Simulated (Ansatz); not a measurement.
# Be16H: the cost of one run

Method: DFT PBE+D3(BJ), plane waves, PAW, scalar-relativistic, no spin polarisation, in Ansatz 0.2.0.

### Step 1. The structure to begin with

The cell holds 17 atoms (Be16H): a = 4.580 Å, b = 4.580 Å, c = 16.383 Å, α = 90.00°, β = 90.00°, γ = 60.00°.

The coordinates stand in the first input below.

### Step 2. Relaxing end A

input.yaml

```yaml
crystal:
  lattice:
    - [4.58, 0.0, 0.0]
    - [2.29, 3.966396, 0.0]
    - [0.0, 0.0, 16.382645]
  atoms:
    - { symbol: Be, position: [-0.1666667, 0.3333333, 0.0610402] }
    - { symbol: Be, position: [0.3333333, 0.3333333, 0.0610402] }
    - { symbol: Be, position: [-0.1666667, 0.8333333, 0.0610402] }
    - { symbol: Be, position: [0.3333333, 0.8333333, 0.0610402] }
    - { symbol: Be, position: [0.0, 0.0, 0.1705595] }
    - { symbol: Be, position: [0.5, 0.0, 0.1705595] }
    - { symbol: Be, position: [0.0, 0.5, 0.1705595] }
    - { symbol: Be, position: [0.5, 0.5, 0.1705595] }
    - { symbol: Be, position: [-0.1666667, 0.3333333, 0.2800787] }
    - { symbol: Be, position: [0.3333333, 0.3333333, 0.2800787] }
    - { symbol: Be, position: [-0.1666667, 0.8333333, 0.2800787] }
    - { symbol: Be, position: [0.3333333, 0.8333333, 0.2800787] }
    - { symbol: Be, position: [0.0, 0.0, 0.389598] }
    - { symbol: Be, position: [0.5, 0.0, 0.389598] }
    - { symbol: Be, position: [0.0, 0.5, 0.389598] }
    - { symbol: Be, position: [0.5, 0.5, 0.389598] }
    - { symbol: H, position: [0.0280206, 0.2595816, 0.4365989] }
basis:
  ecutwfc: 420.0
kpoints:
  mp_grid: { grid: [6, 6, 1] }
hamiltonian:
  xc: pbe
  dispersion: d3bj
scf:
  occupations: { method: gaussian, width: 0.1 }
  lower_state_search: "off"
relax:
  f_tol: 0.03
  max_steps: 60
  adjacent_minimum: "off"
  constraints: [{ sites: [0, 1, 2, 3] }]
output:
  write_density: true
  write_potential: true
  elf: true
  volumetric_format: npy
```

Started as:

```bash
$ ansatz run input.yaml --threads 1 --pin off --max-ram 3072MiB --backend cpu --events-out ev --progress --plain --runs-dir out
```

What time and memory should one allow on 1 thread of AMD EPYC 9R45 (Zen 5), shared host?

About 41 s, with a peak of 0.56 GiB.
